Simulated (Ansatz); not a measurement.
The cell is a 14-atom cell of CdIn2O4 started from a crystallographic database; cell and atoms were relaxed with r2SCAN. It is cubic, Fd-3m (No. 227); a = 9.201 Å in the conventional setting, 13.91 Å³ an atom. Around Cd lie 4 O at 2.20 Å; around In lie 6 O at 2.19 Å; around O lie 3 In at 2.19 Å and 1 Cd at 2.20 Å.

```cif
data_structure
_symmetry_space_group_name_H-M 'Fd-3m:1'
_symmetry_Int_Tables_number 227
_cell_length_a 9.2007
_cell_length_b 9.2007
_cell_length_c 9.2007
_cell_angle_alpha 90.000
_cell_angle_beta 90.000
_cell_angle_gamma 90.000
_cell_volume 778.87
loop_
_atom_site_label
_atom_site_type_symbol
_atom_site_symmetry_multiplicity
_atom_site_Wyckoff_symbol
_atom_site_fract_x
_atom_site_fract_y
_atom_site_fract_z
_atom_site_occupancy
Cd1 Cd 8 b 0.00000 0.00000 0.50000 1
In1 In 16 c 0.12500 0.12500 0.12500 1
O1 O 32 e 0.36188 0.36188 0.36188 1
```

3 runs of the PAW code Ansatz on this cell differ in the functional (and in the settings that go with it). Levels are in eV from each run's valence top; v1 is the last filled band, c1 the first empty one.

Run A, mean stress +0.4 GPa (compression positive):
```tsv
point	v5	v3	v1	c1	c2	c3
Γ	-0.11	-0.11	-0.08	2.79	7.12	7.70
X	-0.76	-0.20	-0.09	6.45	6.45	8.12
U	-0.63	-0.38	-0.01	6.67	6.68	6.81
```

Run B, mean stress 0.0 GPa (compression positive):
```tsv
point	v5	v3	v1	c1	c2	c3
Γ	-0.10	-0.10	-0.07	1.57	5.80	6.38
X	-0.71	-0.19	-0.08	5.07	5.07	6.67
U	-0.59	-0.36	-0.01	5.26	5.29	5.46
```

Run C, mean stress +5.4 GPa (compression positive):
```tsv
point	v5	v3	v1	c1	c2	c3
Γ	-0.10	-0.10	-0.06	1.07	5.07	5.75
X	-0.70	-0.20	-0.08	4.55	4.55	6.04
U	-0.59	-0.36	-0.01	4.75	4.75	4.88
```

Q: Match the runs to PBE, r2SCAN, DDH-PBE0.

A: A is DDH-PBE0, B is r2SCAN, C is PBE. In order of the gap: PBE 1.07, r2SCAN 1.57, DDH-PBE0 2.79 eV. The stress vanishes for r2SCAN, which relaxed the cell.

(Simulation; spin polarisation is off.)

Spin-orbit coupling is left out, which matters wherever the heavy atoms make up the band edges.

The program warns that its thresholds are loose for a hybrid's stress.

The meshes of the hybrids are coarse, so their gaps aren't converged to the digits shown.
